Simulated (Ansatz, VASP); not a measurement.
## One calculation of C, two programs

```
C
1.0
     1.20169    0.69379    3.27735
    -1.20169    0.69379    3.27735
     0.00000   -1.38759    3.27735
C
2
Cartesian
  0.0000 0.0000 1.6009
  0.0000 0.0000 8.2311
```

Change from the starting cell: mode 4 frozen in at -0.038 Å, equal normal strain along x, y and z -0.0250.

Alike in both runs: task single point; functional PBE; dispersion D3(BJ); k mesh 15 × 15 × 15; occupations gaussian, width 0.05 eV; no spin polarisation.

|  | VASP | Ansatz |
| --- | --- | --- |
| version | VASP 6.6.1 | Ansatz 0.2.0 |
| potentials or method | VASP PAW PBE potentials, release 64 (C) | scalar-relativistic, plane waves, PAW |
| plane-wave cutoff (eV) | 520 | 520 |
| valence electrons in the cell | 8 | 8 |

VASP gave:

| Property | Result |
| --- | --- |
| gap on the k mesh at the Fermi level (eV) | 0.87 |
| least direct gap on the mesh (eV) | 0.87 |
| pressure (GPa) | 25.9 |
| largest component of the traceless stress (GPa) | 26.15 |
| rms of the force components (eV/Å) | 0.690 |

Problem. Which values does Ansatz return?

Solution. gap on the k mesh at the Fermi level (eV): 0.87; least direct gap on the mesh (eV): 0.87; pressure (GPa): 25.5; largest component of the traceless stress (GPa): 25.58; rms of the force components (eV/Å): 0.692.

Atom by atom the forces differ by 0.002 eV/Å (rms over components).

Caveats: so large a pressure means that the cell lies far from this level's equilibrium, or that cutoff or potentials fall short (VASP); an odd mesh through Γ misses points on the zone boundary, where band edges often lie; forces of over 1 eV/Å show positions far from the minimum, so gaps and moduli don't describe the material at rest.
